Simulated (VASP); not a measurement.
# CdTe (F-43m) in VASP: settings compared

CdTe is run at these levels: revPBE, PBEsol; tasks: single point.

All numbers are computed with VASP 6.6.1; they aren't measurements. Logs are shortened: lines on timing, memory, paths and dates and some standing lists are left out, and cuts for length are marked.

**Experimental background.**

From a printed reference work, data compilation, for a bulk crystal of CdTe at 0 K: band gap 1.607 eV.

The runs below are set against these values where they give the same quantity.

### 1 The cell of the first run

It takes space group F-43m (No. 216, cubic). Conventional cell: a = 6.410 Å, b = 6.410 Å, c = 6.410 Å, α = 90.00°, β = 90.00°, γ = 90.00°. Cd (site symmetry -43m) has 4 Te at 2.78 Å within 3.7 Å. Te (site symmetry -43m) has 4 Cd at 2.78 Å within 3.7 Å.

### 2 Single point, revPBE

INCAR reads:

```
PREC = Accurate ; ENCUT = 520
EDIFF = 1E-7 ; ISMEAR = 0
SIGMA = 0.01 ; LREAL = F
LASPH = T ; NELM = 60
ALGO = Normal ; ISIF = 2
LWAVE = F ; LCHARG = T
GGA = RE ; LELF = T
LVHAR = T ; NBANDS = 16
```

KPOINTS reads:

```
regular mesh
0
Gamma
  6 6 6
```

POSCAR reads:

```
CdTe
1.0
    4.5325540000      0.0000000000      0.0000000000
    2.2662770000      3.9253069080      0.0000000000
    2.2662770000      1.3084356360      3.7008148439
Cd Te
1 1
Direct
    0.0000000000      0.0000000000      0.0000000000
    0.2500000000      0.2500000000      0.2500000000
```

Potentials or basis: VASP PAW PBE potentials, release 64 (Cd, Te).

The run is started by

```console
$ cat potpaw_PBE.64/Cd/POTCAR potpaw_PBE.64/Te/POTCAR > POTCAR
$ mpirun -np 1 vasp_std > vasp.out
```

OUTCAR:

```text
PREC = Accurate
   ENCUT = 520
   EDIFF = 1E-7
   ISMEAR = 0
   LREAL = F
   LASPH = T
   NELM = 60
   ISIF = 2
   GGA = RE

 ion  position               nearest neighbor table
   1  0.000  0.000  0.000-   2 2.78   2 2.78   2 2.78   2 2.78
   2  0.250  0.250  0.250-   1 2.78   1 2.78   1 2.78   1 2.78

  LATTYP: Found a face centered cubic cell.
 ALAT       =     6.4099993390

  Lattice vectors:

 A1 = (   4.5325540000,   0.0000000000,   0.0000000000)
 A2 = (   2.2662770000,   3.9253069080,   0.0000000000)
 A3 = (   2.2662770000,   1.3084356360,   3.7008148439)

Analysis of symmetry for initial positions (statically):
=====================================================================
 Subroutine PRICEL returns:
 Original cell was already a primitive cell.

 Routine SETGRP: Setting up the symmetry group for a
 face centered cubic supercell.

 Subroutine GETGRP returns: Found 24 space group operations
 (whereof 24 operations were pure point group operations)
 out of a pool of 48 trial point group operations.

The static configuration has the point symmetry T_d .

Analysis of symmetry for dynamics (positions and initial velocities):
=====================================================================
 Subroutine PRICEL returns:
 Original cell was already a primitive cell.

 Routine SETGRP: Setting up the symmetry group for a
 face centered cubic supercell.

 Subroutine GETGRP returns: Found 24 space group operations
 (whereof 24 operations were pure point group operations)
 out of a pool of 48 trial point group operations.

The dynamic configuration has the point symmetry T_d .

 Subroutine INISYM returns: Found 24 space group operations
 (whereof 24 operations are pure point group operations),
 and found     1 'primitive' translations

----------------------------------------------------------------------------------------

                                     Primitive cell

  volume of cell :      65.8437

  direct lattice vectors                    reciprocal lattice vectors
     4.532554000  0.000000000  0.000000000     0.220626164 -0.127378575 -0.090070254
     2.266277000  3.925306908  0.000000000     0.000000000  0.254757150 -0.090070254
     2.266277000  1.308435636  3.700814844     0.000000000  0.000000000  0.270210762

  length of vectors
     4.532554000  4.532554000  4.532554000     0.270210762  0.270210762  0.270210762

  position of ions in fractional coordinates (direct lattice)
     0.000000000  0.000000000  0.000000000
     0.250000000  0.250000000  0.250000000

  ion indices of the primitive-cell ions
   primitive index   ion index
                 1           1
                 2           2

----------------------------------------------------------------------------------------

 KPOINTS: regular mesh

Automatic generation of k-mesh.
 Grid dimensions read from file:
 generate k-points for:    6    6    6

 Generating k-lattice:

  Cartesian coordinates                     Fractional coordinates (reciprocal lattice)
     0.036771027 -0.021229762 -0.015011709     0.166666667  0.000000000 -0.000000000
     0.000000000  0.042459525 -0.015011709     0.000000000  0.166666667 -0.000000000
     0.000000000  0.000000000  0.045035127     0.000000000  0.000000000  0.166666667

  Length of vectors
     0.045035127  0.045035127  0.045035127

  Shift w.r.t. Gamma in fractional coordinates (k-lattice)
     0.000000000  0.000000000  0.000000000

 Subroutine IBZKPT returns following result:
 ===========================================

 Found     16 irreducible k-points:

 Following reciprocal coordinates:
            Coordinates               Weight
  0.000000  0.000000  0.000000      1.000000
  0.166667  0.000000  0.000000      8.000000
  0.333333  0.000000  0.000000      8.000000
  0.500000  0.000000  0.000000      4.000000
  0.166667  0.166667  0.000000      6.000000
  0.333333  0.166667  0.000000     24.000000
[... 8 lines left out ...]
 -0.333333  0.333333  0.166667     24.000000
 -0.333333  0.500000  0.166667     12.000000
   k-points           NKPTS =     16   k-points in BZ     NKDIM =     16   number of bands    NBANDS=     16
   number of dos      NEDOS =    301   number of ions     NIONS =      2
   total plane-waves  NPLWV =  46656
   dimension x,y,z NGX =    36 NGY =   36 NGZ =   36
   dimension x,y,z NGXF=    72 NGYF=   72 NGZF=   72
   ions per type =               1   1
   NGX,Y,Z   is equivalent  to a cutoff of  13.20, 13.20, 13.20 a.u.
   NGXF,Y,Z  is equivalent  to a cutoff of  26.41, 26.41, 26.41 a.u.
 SYSTEM =  unknown system
   PREC   = accura    normal or accurate (medium, high low for compatibility)
   ISTART =      0    job   : 0-new  1-cont  2-samecut
   ICHARG =      2    charge: 1-file 2-atom 10-const
   ISPIN  =      1    spin polarized calculation?
   LNONCOLLINEAR =      F non collinear calculations
   LSORBIT =      F    spin-orbit coupling
   LASPH  =      T    aspherical Exc in radial PAW
   ENCUT  =  520.0 eV  38.22 Ry    6.18 a.u.   8.43  8.43  8.43*2*pi/ulx,y,z
   NELM   =     60;   NELMIN=  2; NELMDL= -5     # of ELM steps
   EDIFF  = 0.1E-06   stopping-criterion for ELM
   LREAL  =      F    real-space projection
   EDIFFG = 0.1E-05   stopping-criterion for IOM
   NSW    =      0    number of steps for IOM
   IBRION =     -1    ionic relax: 0-MD 1-quasi-New 2-CG
   NFREE  =      0    steps in history (QN), initial steepest desc. (CG)
   ISIF   =      2    stress and relaxation
   ISYM   =      2    0-nonsym 1-usesym 2-fastsym
   POTIM  = 0.5000    time-step for ionic-motion
   TEBEG  =    0.0;   TEEND  =   0.0 temperature during run
   PSTRESS=    0.0 pullay stress
   NELECT =      18.0000    total number of electrons
   NUPDOWN=      -1.0000    fix difference up-down
   EMIN   =  10.00;   EMAX   =-10.00  energy-range for DOS
   EFERMI =   0.00;   METHOD = LEGACY
   ISMEAR =     0;   SIGMA  =   0.01  broadening in eV -4-tet -1-fermi 0-gaus
   EFERMI_NEDOS =   21; number of points for ismear=-14 and -15
   IALGO  =     38    algorithm
   IMIX   =      4    mixing-type and parameters
     AMIX     =   0.40;   BMIX     =  1.00
     AMIX_MAG =   1.60;   BMIX_MAG =  1.00
  volume/ion in A,a.u.               =      32.92       222.17
  Fermi-wavevector in a.u.,A,eV,Ry     =   1.062497  2.007828 15.359613  1.128900
  Thomas-Fermi vector in A             =   2.197950
   LORBIT       =      0    0 simple, 1 ext, 2 COOP (PROOUT), +10 PAW based schemes
   GGA     = RE    functional components
   LHFCALC =     F    Hartree Fock is set to
   AEXX    =    0.0000 exact exchange contribution
   IVDW    =     0    specifies the selected vdW correction
   LEPSILON=     F    determine dielectric tensor
   LRPA    =     F    only Hartree local field effects (RPA)
 non-spin polarized calculation
 Gauss-broadening in eV      SIGMA  =   0.01
  energy-cutoff  :      520.00
  volume of cell :       65.84
 maximum number of plane-waves:      1807
 NGX is ok and might be reduce to    36
   NGX = 17   NGY = 17   NGZ = 17

 number of electron      17.9999995 magnetization

 Free energy of the ion-electron system (eV)
  ---------------------------------------------------
  ext. energy  EPLUGINS =         0.00000000
  ---------------------------------------------------
  free energy    TOTEN  =        -4.11333021 eV

  energy without entropy =       -4.11333021  energy(sigma->0) =       -4.11333021

 E-fermi :   2.7941     XC(G=0):  -8.5751

 val. band max:        2.7396124730   @ k =   0.0000   0.0000   0.0000
 cond. band min:       3.7222768886   @ k =   0.0000   0.0000   0.0000
 fundamental gap:      0.9826644156
 Fermi energy:         2.7940865781

 k-point     1 :       0.0000    0.0000    0.0000
  band No.  band energies     occupation
      1      -8.5962      2.00000
      2      -5.6737      2.00000
      3      -5.6737      2.00000
      4      -5.6737      2.00000
      5      -5.3896      2.00000
      6      -5.3896      2.00000
[... 8 lines left out ...]
     15      12.1519      0.00000
     16      12.1519      0.00000

 k-point     2 :       0.1667    0.0000    0.0000
  band No.  band energies     occupation
      1      -8.4902      2.00000
      2      -5.6533      2.00000
      3      -5.6533      2.00000
      4      -5.5855      2.00000
      5      -5.3909      2.00000
      6      -5.3909      2.00000
[... 8 lines left out ...]
     15      11.2760      0.00000
     16      11.3759      0.00000

 k-point     3 :       0.3333    0.0000    0.0000
  band No.  band energies     occupation
      1      -8.2788      2.00000
      2      -5.6182      2.00000
      3      -5.6182      2.00000
      4      -5.3865      2.00000
      5      -5.3865      2.00000
      6      -5.2830      2.00000
[... 8 lines left out ...]
     15      11.7051      0.00000
     16      11.7051      0.00000

 k-point     4 :       0.5000    0.0000    0.0000
  band No.  band energies     occupation
      1      -8.1758      2.00000
      2      -5.6046      2.00000
      3      -5.6046      2.00000
      4      -5.3796      2.00000
      5      -5.3796      2.00000
      6      -5.0039      2.00000
[... 8 lines left out ...]
     15      13.1642      0.00000
     16      13.1642      0.00000
[... 172 lines left out ...]
 k-point    14 :       0.5000    0.3333    0.1667
  band No.  band energies     occupation
      1      -8.1457      2.00000
      2      -5.5688      2.00000
      3      -5.5613      2.00000
      4      -5.4356      2.00000
      5      -5.3759      2.00000
      6      -5.0469      2.00000
[... 8 lines left out ...]
     15      13.2108      0.00000
     16      14.3281      0.00000

 k-point    15 :      -0.3333    0.3333    0.1667
  band No.  band energies     occupation
      1      -8.0814      2.00000
      2      -5.5605      2.00000
      3      -5.5452      2.00000
      4      -5.4161      2.00000
      5      -5.3867      2.00000
      6      -4.8357      2.00000
[... 8 lines left out ...]
     15      13.4369      0.00000
     16      14.0903      0.00000

 k-point    16 :      -0.3333    0.5000    0.1667
  band No.  band energies     occupation
      1      -8.0499      2.00000
      2      -5.5317      2.00000
      3      -5.5276      2.00000
      4      -5.4417      2.00000
      5      -5.3760      2.00000
      6      -4.7811      2.00000
[... 8 lines left out ...]
     15      13.9558      0.00000
     16      14.3319      0.00000

------------------------ aborting loop because EDIFF is reached ----------------------------------------

  FORCE on cell =-STRESS in cart. coord.  units (eV):
  Direction    XX          YY          ZZ          XY          YZ          ZX
  --------------------------------------------------------------------------------------
  -------------------------------------------------------------------------------------
  Total        2.3316171      2.3316171      2.3316171      0.0000000      0.0000000     -0.0000000
  in kB       56.7353646     56.7353646     56.7353646      0.0000000      0.0000000     -0.0000000
  external PRESSURE =      56.7353646 kB  Pullay stress =       0.0000000 kB

 VOLUME and BASIS-vectors are now :
 -----------------------------------------------------------------------------
  energy-cutoff  :      520.00
  volume of cell :       65.84
      direct lattice vectors                 reciprocal lattice vectors
     4.532554000  0.000000000  0.000000000     0.220626164 -0.127378575 -0.090070254
     2.266277000  3.925306908  0.000000000     0.000000000  0.254757150 -0.090070254
     2.266277000  1.308435636  3.700814844     0.000000000  0.000000000  0.270210762

 POSITION                                       TOTAL-FORCE (eV/Angst)
 -----------------------------------------------------------------------------------
      0.00000      0.00000      0.00000         0.000000     -0.000000     -0.000000
      2.26628      1.30844      0.92520        -0.000000      0.000000      0.000000
 -----------------------------------------------------------------------------------
    total drift:                               -0.000001     -0.000000     -0.000000

  FREE ENERGIE OF THE ION-ELECTRON SYSTEM (eV)
  ---------------------------------------------------
  free  energy   TOTEN  =        -4.1133302065 eV

  energy  without entropy=       -4.1133302065  energy(sigma->0) =       -4.11333021
```

Run time: 15 s. Hardware: 1 thread of Intel Xeon Platinum 8559C (Emerald Rapids), shared host; peak memory 0.2 GiB.

Results:

```
Free energy            : -4.1133 eV
Pressure               : 5.7 GPa
Band gap on the k mesh : 0.98 eV, direct
```

Caveat: the PAW data sets were made with another functional, which shifts forces and pressure a little; spin-orbit coupling is left out, which moves the levels of the heavy elements.

### 3 Single point, PBEsol

INCAR reads:

```
SYSTEM = CdTe
ALGO = Normal ; EDIFF = 1E-7
ENCUT = 520 ; GGA = PS
ISIF = 2 ; ISMEAR = 0
LASPH = .True. ; LCHARG = .False.
LREAL = .False. ; LWAVE = .False.
NBANDS = 16 ; NELM = 80
PREC = Accurate ; SIGMA = 0.01
```

KPOINTS reads:

```
k-points
0
Gamma
  6 6 6
  0 0 0
```

POSCAR is that of step 2.

Potentials or basis: VASP PAW PBE potentials, release 64 (Cd, Te).

The run is started by

```console
$ cat potpaw_PBE.64/Cd/POTCAR potpaw_PBE.64/Te/POTCAR > POTCAR
$ mpirun -np 1 vasp_std > vasp.out
```

Wall time 13 s (1 thread of Intel Xeon Platinum 8559C (Emerald Rapids), shared host); peak memory 0.2 GiB.

The run converged. Its results:

| Quantity | Value |
| --- | --- |
| Free energy | -5.4681 eV |
| Pressure | 1.9 GPa |
| Band gap on the k mesh | 0.76 eV, direct |

Levels at points of the mesh, in eV from the valence-band top:
```tsv
k point	band 6	band 7	band 8	band 9	band 10	band 11	band 12	band 13
(0.00, 0.00, 0.00)	-8.09	0.00	0.00	0.00	0.76	4.52	4.52	4.52
(0.50, 0.00, 0.00)	-7.72	-4.67	-0.84	-0.84	1.76	5.11	5.11	6.94
(0.50, 0.50, 0.00)	-7.57	-4.52	-2.00	-2.00	2.41	2.58	8.91	9.24
```

Caveat: the PAW data sets were made with another functional, which shifts forces and pressure a little; spin-orbit coupling is left out, which moves the levels of the heavy elements.

### 4 How close it comes

Step 3. A measured gap of CdTe is 1.607 eV (0 K; a printed reference work, data compilation); the calculated 0.76 eV misses it by -0.85 eV. Spin-orbit coupling on Cd, Te is left out. The value is that of PBEsol, without temperature or zero-point motion. Semilocal functionals fall short of measured gaps as a rule.
